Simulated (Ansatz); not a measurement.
Crystal: CuO (Tenorite).

```
CELL_PARAMETERS angstrom
2.34185 -1.71130 0.00000
2.34185 1.71130 0.00000
-0.85003 0.00000 5.05787
ATOMIC_POSITIONS crystal
Cu 0.50000 0.00000 0.50000
Cu 0.00000 0.50000 0.00000
O 0.41840 0.58160 0.75000
O 0.58160 0.41840 0.25000
```

Base run:

```yaml
Program: Ansatz 0.2.0
Functional: PBEsol
Potentials_or_basis: Ansatz PAW
Cutoff: "420 eV (not typed: the program's choice for these potentials)"
k_mesh: 10 × 10 × 5
Occupations: fermi-dirac, width 0.05 eV
Spin: no spin polarisation
Hubbard_terms: Cu d U = 5 eV
```

Its results: band gap on the k mesh none (metal or under the smearing width); pressure -0.3 GPa; largest force 0.237 eV/Å.

Problem. After a change of settings the same cell gave: band gap on the k mesh none (metal or under the smearing width); pressure -1.4 GPa; largest force 0.287 eV/Å. Which change was it?
A. hubbard terms from Cu d U = 5 eV to none; hubbard projectors from ortho-atomic (the default) to none
B. hubbard terms from Cu d U = 5 eV to Cu d U = 6 eV
C. hubbard terms from Cu d U = 5 eV to Cu d U = 3 eV

Solution. C.

Caveats: the run has no spin polarisation, though such a crystal can be magnetic; U without spin polarisation on a metal has little footing; the PAW data sets come from PBE, with cores solved anew for the run's functional, which leaves a small shift of forces and pressure.
